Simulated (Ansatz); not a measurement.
A run of Ansatz 0.2.0 is set up as follows.

File run.py:

```python
import json

import ase.io
import numpy as np
from ase.calculators.calculator import CalculationFailed, Calculator
from ase.stress import full_3x3_to_voigt_6_stress
from ase.units import GPa

import ansatz as az

class AnsatzCalculator(Calculator):
    implemented_properties = ["energy", "free_energy", "forces", "stress", "magmom"]

    def calculate(self, atoms, properties, system_changes):
        super().calculate(atoms, properties, system_changes)
        structure = atoms.copy()
        structure.set_constraint()
        structure.set_momenta(None)
        structure.set_masses(None)
        outcome = (
            az.Crystal.from_ase(structure)
            .calculation()
            .basis(xc_grid=2)
            .kpoints(7, 7, 6)
            .functional(exchange="slater", correlation="vwn5")
            .pseudopotentials(kind="paw")
            .scf(tolerance=2e-10)
            .occupations(method="methfessel_paxton", width=0.1)
            .forces()
            .stress()
            .run(threads=2)
        )
        if not outcome.report["converged"]:
            raise CalculationFailed("SCF not converged")
        report = outcome.report
        self.results = {
            "free_energy": report["lagrangian_ev"],
            "energy": report["lagrangian_ev"],
            "forces": np.array(report["forces_ev_ang"]),
            "stress": -GPa * full_3x3_to_voigt_6_stress(report["stress_gpa"]),
            "magmom": report["magnetization_mub"],
        }

np.set_printoptions(precision=5, suppress=True, linewidth=110)
atoms = ase.io.read("HfB2.cif")
atoms.info.pop("occupancy", None)
atoms.calc = AnsatzCalculator()
cell = atoms.cell[:].copy()
pairs = [(0, 0), (1, 1), (2, 2), (1, 2), (0, 2), (0, 1)]
C = np.zeros((6, 6))
for j, (a, b) in enumerate(pairs):
    stress = []
    for e in (0.003, -0.003):
        strain = np.eye(3)
        strain[a, b] += e if a == b else e / 2
        strain[b, a] = strain[a, b]
        atoms.set_cell(cell @ strain, scale_atoms=True)
        stress.append(atoms.get_stress())
    C[:, j] = (stress[0] - stress[1]) / (2 * 0.003) / GPa
print("clamped-ion stress-strain coefficients (GPa, Voigt)", C.round(1), sep="\n")
print(f"Voigt bulk modulus {(C[:3, :3].sum()) / 9:.1f} GPa")
json.dump({"C": C.tolist()}, open("results.json", "w"))
```

The input HfB2.cif:

```cif
data_HfB2
_cell_length_a 3.14000000
_cell_length_b 3.14000000
_cell_length_c 3.48000000
_cell_angle_alpha 90.00000000
_cell_angle_beta 90.00000000
_cell_angle_gamma 120.00000000
_space_group_name_H-M_alt 'P6/mmm'
_space_group_name_Hall '-P 6 2'
_space_group_IT_number 191
loop_
_space_group_symop_operation_xyz
'x,y,z'
'-x,-y,-z'
'x-y,x,z'
'-x+y,-x,-z'
'-y,x-y,z'
'y,-x+y,-z'
'-x,-y,z'
'x,y,-z'
'-x+y,-x,z'
'x-y,x,-z'
'y,-x+y,z'
'-y,x-y,-z'
'-y,-x,-z'
'y,x,z'
'-x,-x+y,-z'
'x,x-y,z'
'-x+y,y,-z'
'x-y,-y,z'
'y,x,-z'
'-y,-x,z'
'x,x-y,-z'
'-x,-x+y,z'
'x-y,-y,-z'
'-x+y,y,z'
loop_
_atom_site_label
_atom_site_type_symbol
_atom_site_symmetry_multiplicity
_atom_site_Wyckoff_symbol
_atom_site_fract_x
_atom_site_fract_y
_atom_site_fract_z
_atom_site_occupancy
Hf1 Hf 1 a 0.0000000000 0.0000000000 0.0000000000 1
B1 B 2 d 0.6666666667 0.3333333333 0.5000000000 1
```

Potentials or basis: Ansatz PAW.

Command:

```console
$ python run.py
```

(1) Estimate the Voigt bulk modulus.

Answers

(1) 234 GPa.
